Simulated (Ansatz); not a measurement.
# As (Pm-3m) in Ansatz: a series of runs

Runs on As. Level: HSE06 form with a typed share of exact exchange. Tasks: single point.

Everything below comes from runs of Ansatz 0.2.0. Logs are shortened: lines on timing, memory, paths and dates and some standing lists are left out, and cuts for length are marked.

## 1. The structure

It takes space group Pm-3m (No. 221, cubic). The conventional cell has a = 2.704 Å, b = 2.704 Å, c = 2.704 Å, α = 90.00°, β = 90.00°, γ = 90.00°. As (site symmetry m-3m) is surrounded by 6 As at 2.70 Å.

This isn't the form of As at room conditions, which is rhombohedral.

## 2. Single point, HSE06 form with a typed share of exact exchange

File input.yaml:

```yaml
crystal:
  lattice:
    - [2.7036817444, 0.0, 0.0]
    - [0.0, 2.7036817444, 0.0]
    - [0.0, 0.0, 2.7036817444]
  atoms:
    - { symbol: As, position: [0.5, 0.5, 0.5] }
hamiltonian:
  xc: { exchange: pbe, correlation: pbe, exx: { coeff: 0.05, omega: 0.2 } }
  pseudopotentials: { kind: paw }
kpoints:
  mp_grid: { grid: [5, 5, 5] }
scf:
  occupations: { method: fermi_dirac, width: 0.05 }
output:
  forces: true
  stress: true
  eigenvalues: true
```

Potentials or basis: Ansatz PAW.

Launch:

```console
$ ansatz run input.yaml --threads 2 --pin off --max-ram 5632MiB --backend cpu --events-out ev --progress --plain --runs-dir out
```

The log of the run:

```text
Warning: output.stress: scf.convergence.dr2_threshold = 1e-7 eV (the SCF's general default) is looser than the 1e-10 eV advised for a printed stress (1e-10 eV for each atom of the cell: 1). What an SCF threshold leaves in a stress goes as its square root, and in the free energy as the threshold itself, and one threshold admits the most on a small cell: of the crystals measured, under no hybrid functional and no lock of the moments, on runs that ended without the residual-converged pass, on stresses that held no estimate of that error, the worst erred by over 100 MPa in a component at 1e-7 eV an atom and by under 5 at 1e-10. Set scf.convergence.dr2_threshold to 1e-10 eV or tighter. The threshold is an SCF's pass mark: one that does not reach it within its budget of iterations ends unconverged, or closes short of it on a stop that the run arms, and scf.convergence.dr2_threshold's page says what that costs each kind of run
Warning: output.stress: scf.exx.energy_threshold = 1e-6 eV is looser than the 1e-8 eV advised for a stress under a hybrid functional (1e-8 eV for each atom of the cell: 1). Every SCF of the exchange loop can meet its threshold on dr2 while the loop round them stops early: no threshold on dr2 bounds what that leaves in the stress. Set scf.exx.energy_threshold to 1e-8 eV or tighter. The threshold is the loop's pass mark: a loop that does not reach it within its budget of cycles ends unconverged, and scf.exx.energy_threshold's page has the law
Warning: RAYON_NUM_THREADS=2 ignored (pool sized by the plan → 2); use --threads N
Engine: ansatz 0.2.0, aarch64-unknown-linux-gnu
Pseudopotentials: kind: paw
Pseudopotential: As, paw, valence charge 15, recommended cutoff 420 eV (normal), As.paw.azcp
Functional definition: unnamed
  parameter a_1 = 0.05
  parameter omega_1 = 0.2/angstrom
  exchange = pbe_x + (-a_1)*pbe_x_sr(omega_1) + a_1*exact_x_sr(omega_1)
  correlation = pbe_c
Crystal: 1 atoms, lattice volume = 19.764 Å³
Basis set: ecut = 420 eV, 389 PW (Γ), exchange–correlation on 40×40×40 points (8 copies of the dense FFT grid, shifted against one another)
Bands: 12, of which v1, the nominal top of the filled ones, is band 8 counted from 1 (7 counted from 0)
Symmetry: 48 space group operations
Space group: Pm-3m (ITA 221), of the structure as read, at distance tolerance 2.7e-5 Å
k-points: 10 of 125
Non-local potential: As, projectors of the file, l = 0: 2, l = 1: 2, l = 2: 3, l = 3: 1
PAW form: soft (Blöchl's): semilocal exchange-correlation on the pseudo side does not see the compensation charge
PAW frozen core: As, regenerated for the run's functional, and the local potential with it (the file was generated under x = pbe(κ = 0.804, μ = 0.2195149727645171), c = pbe(β = 0.06672455060314922))
PAW one-centre angular grid: As, 590 points (default); XC on 64 Gauss nodes
Initial density: superposition of atomic densities (neutral atoms: chi_scale 0, normalization atom), corrected by the library's trained network
Initial wavefunctions: pseudopotential atomic-orbital guess
Functional: x = pbe(κ = 0.804, μ = 0.2195149727645171), c = pbe(β = 0.06672455060314922), warm-up for x = pbe(κ = 0.804, μ = 0.2195149727645171) + 0.05 (exact − pbe) at short range (hse, ω = 0.2 Å⁻¹), c = pbe(β = 0.06672455060314922)
SCF iter   1: F=—  HF=-4855.893991 eV  |F-HF|=—  |Δ(HF+E_count)|=         —  Δρ=9.26e-4  dr2=7.45e-5  ethr=1.77e-3  ⟨swp⟩=7.1  Hψ=511  notcnv=0
preconditioner: auto → none  [insulator: Δε(μ)=0.957 eV  Ē_g=15.062 eV  σ=0.050 eV  W_gap=0.55  n_scr=6 (ndim 8)  ℏωp=18.7 eV  f_vac=0.001  D(μ)=1.63/eV (n_scr^D=18)]
SCF iter   2: F=—  HF=-4855.894125 eV  |F-HF|=—  |Δ(HF+E_count)|=   1.34e-4  Δρ=4.84e-4  dr2=2.03e-5  ethr=4.97e-7  ⟨swp⟩=3.9  Hψ=297  notcnv=0
iter 3 solved again at ethr=4.46e-10 eV; its pass at ethr=1.35e-7 eV (dr2=6.69e-8 eV) is discarded
SCF iter   3: F=—  HF=-4855.894167 eV  |F-HF|=—  |Δ(HF+E_count)|=   4.14e-5  Δρ=2.49e-5  dr2=7.61e-8  ethr=4.46e-10  ⟨swp⟩=4.0  Hψ=513  notcnv=0
SCF iter   4: F=—  HF=-4855.894167 eV  |F-HF|=—  |Δ(HF+E_count)|=   5.04e-8  Δρ=4.89e-6  dr2=1.64e-9  ethr=4.46e-10  ⟨swp⟩=4.0  Hψ=302  notcnv=0
SCF iter   5: F=-4855.894167 eV  HF=-4855.894167 eV  |F-HF|=7.54e-10  |Δ(HF+E_count)|=   7.93e-9  Δρ=1.41e-6  dr2=1.40e-10  ethr=1.09e-11  ⟨swp⟩=3.0  Hψ=270  notcnv=0
SCF 1 converged in 5 iterations: F = -4855.894167 eV  dr2 = 1.40e-10
Initial density: handed on by an earlier stage of this run
Initial wavefunctions: those handed on with the density
Functional: x = pbe(κ = 0.804, μ = 0.2195149727645171) + 0.05 (exact − pbe) at short range (hse, ω = 0.2 Å⁻¹), c = pbe(β = 0.06672455060314922)
Exchange kernel: α = 0.0500, screened, ω = 0.2000 Å⁻¹, Wigner–Seitz truncation, v(0) = 1082.0781 eV·Å³, q-mesh 5×5×5, nearest image of the exchange supercell L = 13.52 Å, pair-density grid 12×12×12, without the augmentation charges, whose exchange is taken in its separable form by FFT convolution over the k-point mesh (sized by the pseudopotential files, 18×18×18 at the most), smooth part of the exact exchange by density-matrix convolution
Frozen-core exchange: fock
iter 1 solved again at ethr=3.12e-7 eV; its pass at ethr=1.00e-1 eV (dr2=4.68e-5 eV) is discarded
SCF iter   1: F=—  HF=-4856.095138 eV  |F-HF|=—  |Δ(HF+E_count)|=         —  Δρ=1.48e-3  dr2=1.59e-4  ethr=3.12e-7  ⟨swp⟩=4.7  Hψ=690  notcnv=0
eigensolver tolerance schedule calibrated: the retry pair's looser diagonalisation under-reported the residual by θ = 0.68 (0.12/decade); ethr = c·dr2/N_el runs at the constant in force after the calibration composes with the one it found (an armed cap, an earlier calibration), c = 6.6e-2
preconditioner: auto → none  [insulator: Δε(μ)=1.011 eV  Ē_g=15.359 eV  σ=0.050 eV  W_gap=0.56  n_scr=6 (ndim 8)  ℏωp=18.7 eV  f_vac=0.000  D(μ)=1.67/eV (n_scr^D=18)]
SCF iter   2: F=—  HF=-4856.094858 eV  |F-HF|=—  |Δ(HF+E_count)|=   2.80e-4  Δρ=6.29e-4  dr2=5.13e-5  ethr=3.12e-7  ⟨swp⟩=4.0  Hψ=319  notcnv=0
SCF iter   3: F=—  HF=-4856.094849 eV  |F-HF|=—  |Δ(HF+E_count)|=   9.18e-6  Δρ=2.40e-4  dr2=4.83e-6  ethr=1.62e-7  ⟨swp⟩=2.0  Hψ=195  notcnv=0
SCF iter   4: F=—  HF=-4856.094868 eV  |F-HF|=—  |Δ(HF+E_count)|=   1.95e-5  Δρ=4.11e-5  dr2=1.19e-7  ethr=1.93e-8  ⟨swp⟩=2.6  Hψ=204  notcnv=0
SCF iter   5: F=-4856.094868 eV  HF=-4856.094868 eV  |F-HF|=3.80e-10  |Δ(HF+E_count)|=  2.42e-10  Δρ=4.93e-6  dr2=5.37e-9  ethr=5.12e-10  ⟨swp⟩=3.9  Hψ=327  notcnv=0
SCF 2 converged in 5 iterations: F = -4856.094868 eV  dr2 = 5.37e-9
hybrid outer 1: dexx = +2.507e-5 eV, tail = 8.09e-8 eV
Exchange kernel: α = 0.0500, screened, ω = 0.2000 Å⁻¹, Wigner–Seitz truncation, v(0) = 1082.0781 eV·Å³, q-mesh 5×5×5, nearest image of the exchange supercell L = 13.52 Å, pair-density grid 12×12×12, without the augmentation charges, whose exchange is taken in its separable form by FFT convolution over the k-point mesh (sized by the pseudopotential files, 18×18×18 at the most), smooth part of the exact exchange by density-matrix convolution
Frozen-core exchange: fock
SCF iter   1: F=—  HF=-4856.094870 eV  |F-HF|=—  |Δ(HF+E_count)|=         —  Δρ=7.78e-6  dr2=5.01e-9  ethr=2.70e-9  ⟨swp⟩=4.8  Hψ=303  notcnv=0
preconditioner: auto → none  [insulator: Δε(μ)=1.013 eV  Ē_g=15.360 eV  σ=0.050 eV  W_gap=0.56  n_scr=6 (ndim 8)  ℏωp=18.7 eV  f_vac=0.000  D(μ)=1.68/eV (n_scr^D=18)]
SCF iter   2: F=-4856.094870 eV  HF=-4856.094870 eV  |F-HF|=3.42e-10  |Δ(HF+E_count)|=   2.44e-9  Δρ=3.29e-6  dr2=1.16e-9  ethr=3.34e-11  ⟨swp⟩=3.7  Hψ=240  notcnv=0
SCF 3 converged in 2 iterations: F = -4856.094870 eV  dr2 = 1.16e-9
  Residual-converged pass: ⟨swp⟩=2.7  Hψ=217  notcnv=0  max |occ|·‖R‖ = 1.8e-6 eV (tolerance 2.4e-6 eV)  dr2=1.16e-9  dr2_onsite=1.02e-9  max |Δocc| = 6.0e-12
hybrid outer 2: dexx = +2.204e-10 eV, tail = 4.52e-9 eV, Δε = 1.01e-4 eV (about 4.34e-5 eV left of the loop's levels)
hybrid SCF converged: 2 outer / 7 inner (+5 warm-up), last move |dexx| = 2.20e-10 eV, tail = 4.52e-9 eV
Stability not checked: this state was not tested for a lower state beside it, because the functional holds exact exchange (a hybrid, or Hartree-Fock), whose exchange loop this test does not read (fock_operator; see scf.lower_state_search)
Free energy (F): -4856.094870 eV
Frozen-core exchange: fock
Harris-Foulkes:  -4856.094870 eV  (|F-HF|=3.42e-10)
Internal energy: -4856.082487 eV  (E = F + TS)
E sigma→0 (E₀):  -4856.088678 eV
Entropy (-TS):   -0.012383 eV (-12.383 meV/atom)
Fermi energy:    11.774558 eV
--- Per-component energies (eV) ---
  E_band       = -223.830244
  E_kinetic    = 102.563727
  E_local      = -1547.133846  (includes V_loc(G=0)·N_el)
  E_nonlocal   = -670.729924
  E_hartree    = 873.394265
  E_xc         = -76.287361
  E_vxc        = -76.288272  (∫ρ·V_xc dr)
  E_exx        = -12.209572  (= α·E_x^exact, valence–valence)
  E_paw        = -1825.509899  (= ΣΔE_a)
  E_vpaw       = 245.389815  (= ΣTr[D̂ρ^β])
  E_aug_tail   = 0.000007  (compensation charges beyond the density's cutoff)
  E_ewald      = -1700.018415
  E_core_change = -0.151469  (= ΣΔE_core)
  E_smearing   = -0.012383  (= −TS)
  E_closure    = 0.000000  (closes the sum)
  Σ components = -4856.094870   (vs F -4856.094870, Δ=-9.09e-13)
--- Forces (eV/Å), atoms counted from 1 ---
  atom   1  As    -0.00000000    -0.00000000    -0.00000000
  max |Σ_I F_I| component: 3.94e-31 eV/Å
--- Stress (GPa, compression-positive) ---
        2.401885       0.000000       0.000000
        0.000000       2.401885       0.000000
        0.000000       0.000000       2.401885
  P = ⅓ Tr σ = 2.4019 GPa (24.019 kbar)
--- Band table (eV; the first three rows and the last of 10) ---
  k-point 0: bands = ["-25.1367", "-25.1367", "-25.0309", "-25.0309", "-25.0309", "-3.6680", "15.9308", "15.9308", "15.9308", "20.3813", "20.3813", "22.3776"]
  k-point 1: bands = ["-25.1352", "-25.1050", "-25.0401", "-25.0401", "-25.0301", "-2.9261", "10.6727", "16.5743", "16.5743", "21.0568", "22.4265", "27.4566"]
  k-point 2: bands = ["-25.1328", "-25.0551", "-25.0551", "-25.0537", "-25.0289", "-1.0235", "5.5350", "17.9726", "17.9726", "22.7378", "24.6786", "27.5832"]
  k-point 9: bands = ["-25.0818", "-25.0814", "-25.0814", "-25.0046", "-25.0046", "4.4255", "9.8581", "9.8581", "10.8279", "18.0737", "18.8936", "18.8936"]
```

It took 4.6 s on 2 threads of Arm Neoverse V2, shared host; peak memory 0.49 GiB.

What came out:

```yaml
Free_energy: -4856.0949 eV
Pressure: 2.4 GPa
Band_gap_on_the_k_mesh: none (metal or under the smearing width)
```

Levels at points of the mesh, in eV from the Fermi level:
```
           k point  band 4  band 5  band 6  band 7  band 8  band 9  band 10  band 11
(0.00, 0.00, 0.00)  -36.81  -36.81  -15.44    4.16    4.16    4.16     8.61     8.61
```

Caveat: the k mesh is coarse (spacing up to 0.46 Å⁻¹), so the values aren't converged, least of all with exact exchange; the PAW data sets come from PBE, with cores solved anew for the run's functional, which leaves a small shift of forces and pressure; the thresholds are loose for stress.

## 3. Single point, HSE06 form with a typed share of exact exchange

Changes to input.yaml since step 2:

```diff
@@ -8,3 +8,3 @@
 hamiltonian:
-  xc: { exchange: pbe, correlation: pbe, exx: { coeff: 0.05, omega: 0.2 } }
+  xc: { exchange: pbe, correlation: pbe, exx: { coeff: 0.1, omega: 0.2 } }
   pseudopotentials: { kind: paw }
```

Potentials or basis: Ansatz PAW.

Launch:

```console
$ ansatz run input.yaml --threads 2 --pin off --max-ram 5632MiB --backend cpu --events-out ev --progress --plain --runs-dir out
```

The log of the run:

```text
Warning: output.stress: scf.convergence.dr2_threshold = 1e-7 eV (the SCF's general default) is looser than the 1e-10 eV advised for a printed stress (1e-10 eV for each atom of the cell: 1). What an SCF threshold leaves in a stress goes as its square root, and in the free energy as the threshold itself, and one threshold admits the most on a small cell: of the crystals measured, under no hybrid functional and no lock of the moments, on runs that ended without the residual-converged pass, on stresses that held no estimate of that error, the worst erred by over 100 MPa in a component at 1e-7 eV an atom and by under 5 at 1e-10. Set scf.convergence.dr2_threshold to 1e-10 eV or tighter. The threshold is an SCF's pass mark: one that does not reach it within its budget of iterations ends unconverged, or closes short of it on a stop that the run arms, and scf.convergence.dr2_threshold's page says what that costs each kind of run
Warning: output.stress: scf.exx.energy_threshold = 1e-6 eV is looser than the 1e-8 eV advised for a stress under a hybrid functional (1e-8 eV for each atom of the cell: 1). Every SCF of the exchange loop can meet its threshold on dr2 while the loop round them stops early: no threshold on dr2 bounds what that leaves in the stress. Set scf.exx.energy_threshold to 1e-8 eV or tighter. The threshold is the loop's pass mark: a loop that does not reach it within its budget of cycles ends unconverged, and scf.exx.energy_threshold's page has the law
Warning: RAYON_NUM_THREADS=2 ignored (pool sized by the plan → 2); use --threads N
Engine: ansatz 0.2.0, aarch64-unknown-linux-gnu
Pseudopotentials: kind: paw
Pseudopotential: As, paw, valence charge 15, recommended cutoff 420 eV (normal), As.paw.azcp
Functional definition: unnamed
  parameter a_1 = 0.1
  parameter omega_1 = 0.2/angstrom
  exchange = pbe_x + (-a_1)*pbe_x_sr(omega_1) + a_1*exact_x_sr(omega_1)
  correlation = pbe_c
Crystal: 1 atoms, lattice volume = 19.764 Å³
Basis set: ecut = 420 eV, 389 PW (Γ), exchange–correlation on 40×40×40 points (8 copies of the dense FFT grid, shifted against one another)
Bands: 12, of which v1, the nominal top of the filled ones, is band 8 counted from 1 (7 counted from 0)
Symmetry: 48 space group operations
Space group: Pm-3m (ITA 221), of the structure as read, at distance tolerance 2.7e-5 Å
k-points: 10 of 125
Non-local potential: As, projectors of the file, l = 0: 2, l = 1: 2, l = 2: 3, l = 3: 1
PAW form: soft (Blöchl's): semilocal exchange-correlation on the pseudo side does not see the compensation charge
PAW frozen core: As, regenerated for the run's functional, and the local potential with it (the file was generated under x = pbe(κ = 0.804, μ = 0.2195149727645171), c = pbe(β = 0.06672455060314922))
PAW one-centre angular grid: As, 590 points (default); XC on 64 Gauss nodes
Initial density: superposition of atomic densities (neutral atoms: chi_scale 0, normalization atom), corrected by the library's trained network
Initial wavefunctions: pseudopotential atomic-orbital guess
Functional: x = pbe(κ = 0.804, μ = 0.2195149727645171), c = pbe(β = 0.06672455060314922), warm-up for x = pbe(κ = 0.804, μ = 0.2195149727645171) + 0.1 (exact − pbe) at short range (hse, ω = 0.2 Å⁻¹), c = pbe(β = 0.06672455060314922)
SCF iter   1: F=—  HF=-4855.893993 eV  |F-HF|=—  |Δ(HF+E_count)|=         —  Δρ=9.17e-4  dr2=7.00e-5  ethr=1.77e-3  ⟨swp⟩=7.2  Hψ=510  notcnv=0
preconditioner: auto → none  [insulator: Δε(μ)=0.957 eV  Ē_g=15.062 eV  σ=0.050 eV  W_gap=0.55  n_scr=6 (ndim 8)  ℏωp=18.7 eV  f_vac=0.001  D(μ)=1.63/eV (n_scr^D=18)]
SCF iter   2: F=—  HF=-4855.894124 eV  |F-HF|=—  |Δ(HF+E_count)|=   1.30e-4  Δρ=4.84e-4  dr2=2.02e-5  ethr=4.66e-7  ⟨swp⟩=4.1  Hψ=325  notcnv=0
iter 3 solved again at ethr=2.61e-9 eV; its pass at ethr=1.35e-7 eV (dr2=3.91e-7 eV) is discarded
[... 27 lines left out ...]
hybrid outer 2: dexx = +1.590e-8 eV, tail = 5.38e-9 eV, Δε = 3.98e-4 eV (about 4.41e-5 eV left of the loop's levels)
hybrid SCF converged: 2 outer / 8 inner (+5 warm-up), last move |dexx| = 1.59e-8 eV, tail = 5.38e-9 eV
Stability not checked: this state was not tested for a lower state beside it, because the functional holds exact exchange (a hybrid, or Hartree-Fock), whose exchange loop this test does not read (fock_operator; see scf.lower_state_search)
Free energy (F): -4856.298165 eV
Frozen-core exchange: fock
Harris-Foulkes:  -4856.298165 eV  (|F-HF|=1.78e-10)
Internal energy: -4856.285394 eV  (E = F + TS)
E sigma→0 (E₀):  -4856.291779 eV
Entropy (-TS):   -0.012772 eV (-12.772 meV/atom)
Fermi energy:    11.752838 eV
--- Per-component energies (eV) ---
  E_band       = -232.661179
  E_kinetic    = 102.311928
  E_local      = -1546.858076  (includes V_loc(G=0)·N_el)
  E_nonlocal   = -670.859447
  E_hartree    = 873.317691
  E_xc         = -73.184286
  E_vxc        = -73.105602  (∫ρ·V_xc dr)
  E_exx        = -24.429348  (= α·E_x^exact, valence–valence)
  E_paw        = -1816.262222  (= ΣΔE_a)
  E_vpaw       = 258.073076  (= ΣTr[D̂ρ^β])
  E_aug_tail   = 0.000007  (compensation charges beyond the density's cutoff)
  E_ewald      = -1700.018415
  E_core_change = -0.303228  (= ΣΔE_core)
  E_smearing   = -0.012772  (= −TS)
  E_closure    = 0.000001  (closes the sum)
  Σ components = -4856.298165   (vs F -4856.298165, Δ=9.09e-13)
--- Forces (eV/Å), atoms counted from 1 ---
  atom   1  As    -0.00000000     0.00000000     0.00000000
  max |Σ_I F_I| component: 1.29e-29 eV/Å
--- Stress (GPa, compression-positive) ---
        1.676688      -0.000000       0.000000
       -0.000000       1.676688       0.000000
        0.000000       0.000000       1.676688
  P = ⅓ Tr σ = 1.6767 GPa (16.767 kbar)
--- Band table (eV; the first three rows and the last of 10) ---
  k-point 0: bands = ["-25.9327", "-25.9327", "-25.8251", "-25.8251", "-25.8251", "-4.0431", "16.0190", "16.0190", "16.0190", "20.4716", "20.4716", "22.5096"]
  k-point 1: bands = ["-25.9312", "-25.9009", "-25.8345", "-25.8345", "-25.8243", "-3.2859", "10.6154", "16.6818", "16.6818", "21.1606", "22.5570", "27.6523"]
  k-point 2: bands = ["-25.9287", "-25.8496", "-25.8496", "-25.8496", "-25.8231", "-1.3398", "5.3427", "18.1215", "18.1215", "22.8732", "24.8314", "27.7630"]
  k-point 9: bands = ["-25.8764", "-25.8760", "-25.8760", "-25.8004", "-25.8004", "4.2457", "9.7703", "9.7703", "10.7941", "18.1591", "18.9862", "18.9862"]
```

It took 4.5 s on 2 threads of Arm Neoverse V2, shared host; peak memory 0.5 GiB.

What came out:

| Quantity | Value |
| --- | --- |
| Free energy | -4856.2982 eV |
| Pressure | 1.7 GPa |
| Band gap on the k mesh | none (metal or under the smearing width) |

Levels at points of the mesh, in eV from the Fermi level:
| k point | band 4 | band 5 | band 6 | band 7 | band 8 | band 9 | band 10 | band 11 |
| --- | --- | --- | --- | --- | --- | --- | --- | --- |
| (0.00, 0.00, 0.00) | -37.58 | -37.58 | -15.80 | 4.27 | 4.27 | 4.27 | 8.72 | 8.72 |

Caveat: the k mesh is coarse (spacing up to 0.46 Å⁻¹), so the values aren't converged, least of all with exact exchange; the PAW data sets come from PBE, with cores solved anew for the run's functional, which leaves a small shift of forces and pressure; the thresholds are loose for stress.
